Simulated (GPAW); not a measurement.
Here is a GPAW 26.7.0 calculation.

The input run.py:

```python
from ase.dft.bandgap import bandgap
from ase.io import write
from ase.spacegroup import crystal
from ase.units import GPa
from gpaw import GPAW, PW, setup_paths

setup_paths.insert(0, '.')

# Te 4b
# Sn 4a
atoms = crystal(['Te', 'Sn'],
                basis=[[0.5, 0.0, 0.0],
                       [0.0, 0.0, 0.0]],
                spacegroup=225, setting=1,  # Fm-3m
                cellpar=[6.3017, 6.3017, 6.3017, 90.0, 90.0, 90.0],
                primitive_cell=True)

calc = GPAW(mode=PW(600),
            xc='LDA',
            kpts={'size': (6, 6, 6), 'gamma': True},
            occupations={'name': 'fermi-dirac', 'width': 0.05},
            setups={'Sn': 'jth', 'Te': 'jth'},
            nbands=-9,
            convergence={'density': 1e-05, 'energy': 1e-05},
            maxiter=150,
            txt='gpaw.txt')
atoms.calc = calc
energy = atoms.get_potential_energy()
forces = atoms.get_forces()
stress = atoms.get_stress()
calc.write('gs.gpw')
write('result.traj', atoms)
print(f'Energy: {energy:.6f} eV')
print('Forces (eV/A):')
print(forces.round(4))
print('Stress (GPa):', (stress / GPa).round(3))
print('Fermi level:', round(calc.get_fermi_level(), 4), 'eV')
print(f'Gap: {bandgap(calc)[0]:.4f} eV, direct: {bandgap(calc, direct=True)[0]:.4f} eV')

path = atoms.cell.bandpath('GXWKGLUWLK,UX', npoints=60, eps=1e-4)
bs_calc = calc.fixed_density(kpts=path, symmetry='off', nbands=-21,
                             convergence={'bands': 'CBM+6.0', 'eigenstates': 1e-6}, txt='bands.txt')
bs = bs_calc.band_structure()
bs.write('bs.json')
print(f'Gap on the path: {bandgap(bs_calc)[0]:.4f} eV')
```

Potentials or basis: JTH PAW 2.0, LDA, pw.

Run with:

```console
$ OMP_NUM_THREADS=1 python run.py
```

(1) Predict the band gap along the path.

(2) What does it give for the pressure?

(3) Estimate the band gap on the k mesh.

Answers

(1) 0.14 eV, direct.

(2) -1.6 GPa.

(3) 0.14 eV, direct.

Caveat: the program truncates these outside data sets; spin-orbit coupling is left out, which moves the levels of the heavy elements.

**Experimental background.**

From a printed reference work, textbook, for a bulk crystal of SnTe at 300 K: band gap 0.18 eV (direct).

A measured gap of SnTe is 0.18 eV (direct; 300 K; a printed reference work, textbook); the calculated 0.14 eV misses it by -0.04 eV. Spin-orbit coupling on Sn, Te is left out. The value is that of LDA, without temperature or zero-point motion. Semilocal functionals fall short of measured gaps as a rule.
